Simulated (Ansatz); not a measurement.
Input and output for TiC (rocksalt type): DFT, PBE, all-electron LAPW, scalar-relativistic (Ansatz 0.2.0). This run: rocksalt relaxed under pressure.

The cell comes from a relaxation on PAW files under the same functional, begun from a prototype that needn't be the stable phase.

Command: `ansatz run input.yaml --threads 1 --pin off --max-ram 3584MiB --backend cpu --events-out ev --progress --plain --runs-dir out` It took 40 s on 1 thread of Arm Neoverse V1, with other jobs on the host, peak memory 0.52 GiB.

```yaml
crystal:
  lattice:
    - [0.0, 1.9960936561, 1.9960936561]
    - [1.9960936561, 0.0, 1.9960936561]
    - [1.9960936561, 1.9960936561, 0.0]
  atoms:
    - { symbol: Ti, position: [0.0, 0.0, 0.0] }
    - { symbol: C, position: [0.5, 0.5, 0.5] }
kpoints:
  mp_grid: { grid: [17, 17, 17] }
scf:
  occupations: { method: fermi_dirac, width: 0.05 }
hamiltonian:
  xc: pbe
  pseudopotentials: { kind: all_electron, lapw: { basis_error: 0.0005 } }
output:
  forces: true
  stress: true
  eigenvalues: true
relax:
  f_tol: 0.005
  max_steps: 12
  cell: { p_target: 100.0, stress_tol: 0.05 }
```

Output:

```
The last accepted step is kept in <dir> (removed where the run ends without a failure and the disk answers)
LAPW: plane waves up to 10.441 Å⁻¹, error target 5.0e-4 eV per atom; small_component_spin mean_spin; C in spheres of 0.843 Å, 6 of its electrons in bands, Dirac shells []; Ti in spheres of 1.093 Å, 20 of its electrons in bands, Dirac shells [] (how accurate: hamiltonian.pseudopotentials.lapw.basis_error, Limitations)
Engine: ansatz 0.2.0
Pseudopotentials: kind: all_electron
Pseudopotential: Ti, LAPW, valence charge 20, lapw/all_electron/scalar/gaussian/Ti, Koelling and Harmon's equation, gaussian nucleus
Pseudopotential: C, LAPW, valence charge 6, lapw/all_electron/scalar/gaussian/C, Koelling and Harmon's equation, gaussian nucleus
Functional definition: PBE
  parameter kappa = 0.804
  parameter beta = 0.06672455060314922
  exchange = pbe_x(kappa = kappa, mu = beta*pi^2/3)
  correlation = pbe_c(beta = beta)
Crystal: 2 atoms, lattice volume = 15.906 Å³
Basis set: ecut = 415.3375208747612 eV, 331 PW (Γ), exchange–correlation at level 2
Bands: 17, of which v1, the nominal top of the filled ones, is band 13 counted from 1 (12 counted from 0)
Symmetry: 48 space group operations
Space group: Fm-3m (ITA 225), of the structure as read, at distance tolerance 2.5e-5 Å
k-points: 165 of 4913
Non-local potential: Ti, projectors of the file, none
Non-local potential: C, projectors of the file, none
Initial density: superposition of atomic densities (chi_scale 0.1, normalization cell, long waves kept (reshape's long-wave potential 0.00 eV rms))
Initial wavefunctions: plane waves of lowest kinetic energy (no species holds an atomic orbital)
Functional: x = pbe(κ = 0.804, μ = 0.2195149727645171), c = pbe(β = 0.06672455060314922)
iter 1 solved again at ethr=2.43e-2 eV; its pass at ethr=1.00e-1 eV (dr2=6.31e0 eV) is discarded
SCF iter   1: F=—  HF=-24272.977211 eV  |F-HF|=—  |Δ(HF+E_count)|=         —  Δρ=1.92e-1  dr2=6.31e0  ethr=2.43e-2  ⟨swp⟩=2.0  Hψ=17380  notcnv=0
preconditioner: auto → none  [metal: Δε(μ)=0.076 eV  Ē_g=21.681 eV  σ=0.050 eV  W_gap=0.36  n_scr=8 (ndim 8)  ℏωp=34.8 eV  f_vac=0.000  D(μ)=0.18/eV (n_scr^D=0)  sad-step TF]
iter 2 solved again at ethr=1.32e-4 eV; its pass at ethr=2.43e-2 eV (dr2=3.43e-2 eV) is discarded
SCF iter   2: F=—  HF=-24270.832916 eV  |F-HF|=—  |Δ(HF+E_count)|=    2.14e0  Δρ=2.74e-2  dr2=3.42e-2  ethr=1.32e-4  ⟨swp⟩=2.1  Hψ=14427  notcnv=0
SCF iter   3: F=—  HF=-24270.726503 eV  |F-HF|=—  |Δ(HF+E_count)|=   1.06e-1  Δρ=1.60e-2  dr2=2.61e-2  ethr=1.32e-4  ⟨swp⟩=3.0  Hψ=9076  notcnv=0
SCF iter   4: F=—  HF=-24270.732811 eV  |F-HF|=—  |Δ(HF+E_count)|=         —  Δρ=5.16e-3  dr2=3.01e-3  ethr=1.00e-4  ⟨swp⟩=2.0  Hψ=8224  notcnv=0
the basis was enlarged: its passes take 357.0 KiB over the memory plan, 1 of 1 planned eigensolver slots
SCF iter   5: F=—  HF=-24270.730414 eV  |F-HF|=—  |Δ(HF+E_count)|=   2.40e-3  Δρ=8.04e-4  dr2=6.25e-5  ethr=1.16e-5  ⟨swp⟩=3.0  Hψ=8696  notcnv=0
SCF iter   6: F=—  HF=-24270.730413 eV  |F-HF|=—  |Δ(HF+E_count)|=   9.13e-7  Δρ=5.84e-5  dr2=4.48e-7  ethr=2.40e-7  ⟨swp⟩=2.0  Hψ=7935  notcnv=0
SCF iter   7: F=-24270.730413 eV  HF=-24270.730414 eV  |F-HF|=8.43e-8  |Δ(HF+E_count)|=   9.74e-8  Δρ=1.55e-5  dr2=3.63e-8  ethr=1.72e-9  ⟨swp⟩=3.0  Hψ=8511  notcnv=0
SCF 1 converged in 7 iterations: F = -24270.730413 eV  dr2 = 3.63e-8
relax step   1: F+E_penalty+E_count = -24270.73041349 eV  Δ(F+E_penalty+E_count) = +0.000e0 eV  max|allowed force component| = 1.216e-30 eV/Å  Δτ_max = 0.0000 Å  P = +100.086 GPa  Ω = 15.906 Å³  (7 SCF iters, accepted)
Crystal: 2 atoms, lattice volume = 15.909 Å³
Basis set: ecut = 415.30044964542753 eV, 331 PW (Γ), exchange–correlation at level 2
Initial density: handed on by an earlier stage of this run
Initial wavefunctions: those handed on with the density
iter 1 solved again at ethr=1.07e-10 eV; its pass at ethr=1.00e-1 eV (dr2=2.78e-8 eV) is discarded
SCF iter   1: F=—  HF=-24270.731743 eV  |F-HF|=—  |Δ(HF+E_count)|=         —  Δρ=1.67e-5  dr2=4.44e-8  ethr=1.07e-10  ⟨swp⟩=4.3  Hψ=15261  notcnv=0
preconditioner: auto → none  [metal: Δε(μ)=0.072 eV  Ē_g=21.180 eV  σ=0.050 eV  W_gap=0.34  n_scr=8 (ndim 8)  ℏωp=34.8 eV  f_vac=0.000  D(μ)=0.27/eV (n_scr^D=0)]
SCF iter   2: F=-24270.731743 eV  HF=-24270.731744 eV  |F-HF|=5.27e-8  |Δ(HF+E_count)|=   2.76e-7  Δρ=1.27e-5  dr2=2.74e-8  ethr=1.07e-10  ⟨swp⟩=3.0  Hψ=8578  notcnv=0
SCF 2 converged in 2 iterations: F = -24270.731743 eV  dr2 = 2.74e-8
relax step   2: F+E_penalty+E_count = -24270.73174345 eV  Δ(F+E_penalty+E_count) = -1.330e-3 eV  max|allowed force component| = 1.381e-30 eV/Å  Δτ_max = 0.0000 Å  P = +100.002 GPa  Ω = 15.909 Å³  (2 SCF iters, accepted)
iter 1 solved again at ethr=1.05e-10 eV; its pass at ethr=1.00e-1 eV (dr2=2.74e-8 eV) is discarded
SCF iter   1: F=—  HF=-24270.731743 eV  |F-HF|=—  |Δ(HF+E_count)|=         —  Δρ=1.26e-5  dr2=2.73e-8  ethr=1.05e-10  ⟨swp⟩=3.0  Hψ=13176  notcnv=0
SCF iter   2: F=-24270.731743 eV  HF=-24270.731743 eV  |F-HF|=4.78e-8  |Δ(HF+E_count)|=   2.76e-7  Δρ=1.36e-5  dr2=3.06e-8  ethr=1.05e-10  ⟨swp⟩=3.1  Hψ=8620  notcnv=0
SCF 3 converged in 2 iterations: F = -24270.731743 eV  dr2 = 3.06e-8
relax step   3: F+E_penalty+E_count = -24270.73174345 eV  Δ(F+E_penalty+E_count) = +1.139e-9 eV  max|allowed force component| = 5.916e-31 eV/Å  Δτ_max = 0.0000 Å  P = +100.007 GPa  Ω = 15.909 Å³  stress off target by 6.65e-3 GPa  SCF on the basis re-selected at this cell (its energy is not comparable with the rows above)  (2 SCF iters)
basis re-selected at this cell: Δ(F+E_penalty+E_count) = +1.139e-9 eV, ΔP = +0.004 GPa vs the last step (what re-selecting the basis moved, after the strain that the cell walked since its last selection, with what the two solves' SCF thresholds leave and, on support functions, any second-order correction that the steps lacked; it is no measure of the basis error at this ecutwfc). This SCF's stress stands 6.65e-3 GPa from its target on what of the cell is left free (relax.cell.stress_tol is 5.00e-2 GPa) and its largest allowed force component is 5.92e-31 eV/Å (relax.f_tol is 5.00e-3 eV/Å): within both
SCF converged after 2 iterations
Free energy (F): -24270.731743 eV
Harris-Foulkes:  -24270.731743 eV  (|F-HF|=4.78e-8)
Internal energy: -24270.729550 eV  (E = F + TS)
E sigma→0 (E₀):  -24270.730647 eV
Entropy (-TS):   -0.002194 eV (-1.097 meV/atom)
Fermi energy:    19.919242 eV
--- Per-component energies (eV) ---
  E_band       = -4035.163273
  E_kinetic    = 24520.475987
  E_xc         = -1302.187960
  E_electrostatic = -47489.017577  (all electrons and nuclei)
  E_smearing   = -0.002194  (= −TS)
  E_closure    = 0.000000  (closes the sum)
  E_atoms      = -24254.253874  (free atoms, spherical and without spin; not in F)
  Σ components = -24270.731743   (vs F -24270.731743, Δ=0.00e0)
  Basis errors (estimates in eV, not in F): energy 1.8e-4 per atom: plane waves 1.6e-4 (9.3e-5 summed), levels above the bands 1.4e-23, relativity 8.1e-9, radial functions 2.1e-5, core shells 2.0e-14; eigenvalues (radial functions only) 8.0e-7; not estimated: angular momenta, meshes, grids; target (lapw.basis_error) 5.0e-4; muffin-tin radii C 0.843 Å, Ti 1.093 Å
--- Forces (eV/Å), atoms counted from 1 ---
  atom   1  Ti    -0.00000000     0.00000000     0.00000000
  atom   2  C      0.00000000    -0.00000000     0.00000000
  max |Σ_I F_I| component: 6.57e-31 eV/Å
--- Stress (GPa, compression-positive) ---
      100.006653      -0.000000      -0.000000
       -0.000000     100.006653      -0.000000
       -0.000000      -0.000000     100.006653
  P = ⅓ Tr σ = 100.0067 GPa (1000.067 kbar)
--- Band table (eV; the first three rows and the last of 165) ---
  k-point 0: bands = ["-509.5935", "-416.8360", "-416.8360", "-416.8360", "-244.2028", "-35.9609", "-11.7846", "-11.7846", "-11.7846", "6.4731", "20.6285", "20.6285", "20.6285", "21.9084", "21.9084", "21.9084", "22.1673"]
  k-point 1: bands = ["-509.5935", "-416.8360", "-416.8360", "-416.8360", "-244.2028", "-35.9538", "-11.8281", "-11.7881", "-11.7881", "6.5816", "20.1309", "20.4349", "20.4349", "21.1530", "21.1530", "22.2256", "23.2800"]
  k-point 2: bands = ["-509.5935", "-416.8360", "-416.8360", "-416.8360", "-244.2028", "-35.9333", "-11.9514", "-11.7979", "-11.7979", "6.8984", "19.1710", "19.5610", "19.5610", "21.1930", "21.1930", "22.6945", "24.5927"]
  k-point 164: bands = ["-509.5935", "-416.8360", "-416.8360", "-416.8360", "-244.2028", "-35.6752", "-12.5441", "-12.4713", "-12.1891", "9.7058", "16.1482", "16.4071", "16.7535", "23.3578", "23.7793", "24.8204", "27.0116"]
--- Relaxed structure (2 steps of the walk, 2 accepted, 1 SCFs on fresh bases) ---
  F+E_penalty+E_count = -24270.73174345 eV   max|allowed force component| = 5.916e-31 eV/Å   (the final SCF, on the basis selected at the relaxed cell)
  cell:  # Å, volume = 15.9086 Å³
    - [1.9107645123358464e-35, 1.9961827434035522, 1.9961827434035522]
    - [1.9961827434035522, -7.965017515716376e-36, 1.9961827434035522]
    - [1.9961827434035522, 1.9961827434035522, -3.9811092721313814e-35]
  atoms:
    - { symbol: Ti, position: [1.8648417453902405e-38, -2.2574400075776595e-38, -5.005627842889593e-38] }
    - { symbol: C, position: [0.5, 0.5, 0.5] }
```

Next run (CsCl relaxed under pressure), as changes to the input before:

```diff
   lattice:
-    - [0.0, 1.9960936561, 1.9960936561]
-    - [1.9960936561, 0.0, 1.9960936561]
-    - [1.9960936561, 1.9960936561, 0.0]
+    - [2.4779710344, 0.0, 0.0]
+    - [0.0, 2.4779710344, 0.0]
+    - [0.0, 0.0, 2.4779710344]
   atoms:
 kpoints:
-  mp_grid: { grid: [17, 17, 17] }
+  mp_grid: { grid: [15, 15, 15] }
 scf:
```

Command: `ansatz run input.yaml --threads 1 --pin off --max-ram 3584MiB --backend cpu --events-out ev --progress --plain --runs-dir out` It took 31 s on 1 thread of Arm Neoverse V1, with other jobs on the host, peak memory 0.41 GiB.

Results part of the output:

```
basis re-selected at this cell: Δ(F+E_penalty+E_count) = -7.705e-8 eV, ΔP = -0.003 GPa vs the last step (what re-selecting the basis moved, after the strain that the cell walked since its last selection, with what the two solves' SCF thresholds leave and, on support functions, any second-order correction that the steps lacked; it is no measure of the basis error at this ecutwfc). This SCF's stress stands 1.67e-2 GPa from its target on what of the cell is left free (relax.cell.stress_tol is 5.00e-2 GPa) and its largest allowed force component is 1.68e-31 eV/Å (relax.f_tol is 5.00e-3 eV/Å): within both
SCF converged after 3 iterations
Free energy (F): -24268.333264 eV
Harris-Foulkes:  -24268.333264 eV  (|F-HF|=1.42e-10)
Internal energy: -24268.313112 eV  (E = F + TS)
E sigma→0 (E₀):  -24268.323188 eV
Entropy (-TS):   -0.020152 eV (-10.076 meV/atom)
Fermi energy:    21.392392 eV
--- Per-component energies (eV) ---
  E_band       = -2984.521912
  E_kinetic    = 24516.640812
  E_xc         = -1302.214796
  E_electrostatic = -47482.739128  (all electrons and nuclei)
  E_smearing   = -0.020152  (= −TS)
  E_closure    = 0.000000  (closes the sum)
  E_atoms      = -24254.253874  (free atoms, spherical and without spin; not in F)
  Σ components = -24268.333264   (vs F -24268.333264, Δ=0.00e0)
  Basis errors (estimates in eV, not in F): energy 1.2e-4 per atom: plane waves 9.9e-5 (5.6e-5 summed), levels above the bands 7.2e-43, relativity 7.3e-9, radial functions 1.6e-5, core shells 6.6e-7; eigenvalues (radial functions only) 6.4e-7; not estimated: angular momenta, meshes, grids; target (lapw.basis_error) 5.0e-4; muffin-tin radii C 0.902 Å, Ti 1.180 Å
--- Forces (eV/Å), atoms counted from 1 ---
  atom   1  Ti    -0.00000000     0.00000000    -0.00000000
  atom   2  C      0.00000000    -0.00000000     0.00000000
  max |Σ_I F_I| component: 2.55e-31 eV/Å
--- Stress (GPa, compression-positive) ---
      100.016745       0.000000       0.000000
        0.000000     100.016745       0.000000
        0.000000       0.000000     100.016745
  P = ⅓ Tr σ = 100.0167 GPa (1000.167 kbar)
--- Band table (eV; the first three rows and the last of 120) ---
  k-point 0: bands = ["-415.5059", "-415.5059", "-415.5059", "-243.3483", "-34.8962", "-10.3972", "-10.3972", "-10.3972", "6.9370", "18.9769", "18.9769", "23.3760", "23.3760", "23.3760", "25.9147", "25.9147"]
  k-point 1: bands = ["-415.5059", "-415.5059", "-415.5059", "-243.3483", "-34.8846", "-10.4792", "-10.3895", "-10.3895", "7.0569", "18.9128", "19.0259", "23.0740", "23.0740", "23.3516", "25.9300", "26.2290"]
  k-point 2: bands = ["-415.5059", "-415.5059", "-415.5059", "-243.3483", "-34.8518", "-10.7069", "-10.3677", "-10.3677", "7.4043", "18.6236", "19.1676", "22.4311", "22.4311", "23.4327", "25.9735", "26.9145"]
  k-point 119: bands = ["-415.5059", "-415.5059", "-415.5059", "-243.3483", "-34.1383", "-11.4410", "-11.4355", "-11.4355", "13.5918", "14.2233", "14.2233", "15.8739", "27.6767", "27.6767", "30.0097", "30.5484"]
--- Relaxed structure (2 steps of the walk, 2 accepted, 1 SCFs on fresh bases) ---
  F+E_penalty+E_count = -24268.33326438 eV   max|allowed force component| = 1.685e-31 eV/Å   (the final SCF, on the basis selected at the relaxed cell)
  cell:  # Å, volume = 15.2180 Å³
    - [2.4781021033140935, -4.9370762734536075e-37, 2.0061770254033706e-36]
    - [-4.9370762734536075e-37, 2.4781021033140935, 0.0]
    - [2.0061770254033706e-36, 0.0, 2.4781021033140935]
  atoms:
    - { symbol: Ti, position: [-9.48755521758481e-39, 7.906296014654008e-40, 1.1859444021981013e-39] }
    - { symbol: C, position: [0.5, 0.5, 0.5] }
```

Next run (WC relaxed under pressure), as changes to the input before:

```diff
   lattice:
-    - [2.4779710344, 0.0, 0.0]
-    - [0.0, 2.4779710344, 0.0]
-    - [0.0, 0.0, 2.4779710344]
+    - [2.724815331, 0.0, 0.0]
+    - [-1.3624076655, 2.3597592973, 0.0]
+    - [0.0, 0.0, 2.546575562]
   atoms:
-    - { symbol: C, position: [0.5, 0.5, 0.5] }
+    - { symbol: C, position: [0.3333333333, 0.6666666667, 0.5] }
 kpoints:
-  mp_grid: { grid: [15, 15, 15] }
+  mp_grid: { grid: [17, 17, 15] }
 scf:
```

Command: `ansatz run input.yaml --threads 1 --pin off --max-ram 3584MiB --backend cpu --events-out ev --progress --plain --runs-dir out` It took 110 s on 1 thread of Arm Neoverse V1 (shared host), peak memory 0.59 GiB.

Results part of the output:

```
basis re-selected at this cell: Δ(F+E_penalty+E_count) = +2.781e-8 eV, ΔP = +0.001 GPa vs the last step (what re-selecting the basis moved, after the strain that the cell walked since its last selection, with what the two solves' SCF thresholds leave and, on support functions, any second-order correction that the steps lacked; it is no measure of the basis error at this ecutwfc). This SCF's stress stands 1.18e-2 GPa from its target on what of the cell is left free (relax.cell.stress_tol is 5.00e-2 GPa) and its largest allowed force component is 5.27e-16 eV/Å (relax.f_tol is 5.00e-3 eV/Å): within both
SCF converged after 2 iterations
Free energy (F): -24269.188852 eV
Harris-Foulkes:  -24269.188852 eV  (|F-HF|=3.23e-9)
Internal energy: -24269.186829 eV  (E = F + TS)
E sigma→0 (E₀):  -24269.187840 eV
Entropy (-TS):   -0.002023 eV (-1.012 meV/atom)
Fermi energy:    19.067875 eV
--- Per-component energies (eV) ---
  E_band       = -4046.346469
  E_kinetic    = 24519.825947
  E_xc         = -1302.074808
  E_electrostatic = -47486.937968  (all electrons and nuclei)
  E_smearing   = -0.002023  (= −TS)
  E_closure    = 0.000000  (closes the sum)
  E_atoms      = -24254.253874  (free atoms, spherical and without spin; not in F)
  Σ components = -24269.188852   (vs F -24269.188852, Δ=0.00e0)
  Basis errors (estimates in eV, not in F): energy 1.8e-4 per atom: plane waves 1.6e-4 (9.2e-5 summed), levels above the bands 7.3e-58, relativity 7.1e-9, radial functions 2.3e-5, core shells 1.3e-12; eigenvalues (radial functions only) 5.3e-7; not estimated: angular momenta, meshes, grids; target (lapw.basis_error) 5.0e-4; muffin-tin radii C 0.855 Å, Ti 1.108 Å
--- Forces (eV/Å), atoms counted from 1 ---
  atom   1  Ti     0.00000000     0.00000000     0.00000000
  atom   2  C      0.00000000    -0.00000000     0.00000000
  max |Σ_I F_I| component: 2.78e-16 eV/Å
--- Stress (GPa, compression-positive) ---
      100.004219       0.000000      -0.000000
        0.000000     100.004219      -0.000000
       -0.000000       0.000000     100.011808
  P = ⅓ Tr σ = 100.0067 GPa (1000.067 kbar)
--- Band table (eV; the first three rows and the last of 264) ---
  k-point 0: bands = ["-510.1352", "-417.4277", "-417.4277", "-417.3113", "-244.4271", "-36.6015", "-12.4870", "-12.4870", "-12.1369", "6.0446", "17.3904", "17.3904", "17.5721", "21.6319", "23.7668", "23.7668", "26.7738"]
  k-point 1: bands = ["-510.1352", "-417.4277", "-417.4277", "-417.3113", "-244.4271", "-36.5927", "-12.4809", "-12.4809", "-12.2041", "6.1633", "17.4475", "17.4475", "17.4798", "21.6528", "23.4918", "23.4918", "26.8824"]
  k-point 2: bands = ["-510.1352", "-417.4277", "-417.4277", "-417.3113", "-244.4271", "-36.5678", "-12.4637", "-12.4637", "-12.3911", "6.5075", "17.1464", "17.6135", "17.6135", "21.8084", "22.8554", "22.8554", "27.0195"]
  k-point 263: bands = ["-510.1352", "-417.4277", "-417.4277", "-417.3113", "-244.4271", "-36.1761", "-13.1791", "-13.1664", "-12.9873", "9.7730", "13.1740", "15.0289", "19.1552", "20.5181", "24.8555", "26.6945", "26.9205"]
--- Relaxed structure (2 steps of the walk, 2 accepted, 1 SCFs on fresh bases) ---
  F+E_penalty+E_count = -24269.18885186 eV   max|allowed force component| = 5.274e-16 eV/Å   (the final SCF, on the basis selected at the relaxed cell)
  cell:  # Å, volume = 16.3769 Å³
    - [2.7249923508502687, 0.0, -4.856572977156354e-21]
    - [-1.3624961754251343, 2.3599126009546105, 2.4282864885780576e-21]
    - [-4.538887431344342e-21, -1.2876129759090631e-34, 2.54665541764027]
  atoms:
    - { symbol: Ti, position: [-3.0814879110195774e-33, -3.700743415524894e-17, 3.9389701514055645e-36] }
    - { symbol: C, position: [0.33333333333333326, 0.6666666666666665, 0.5] }
```
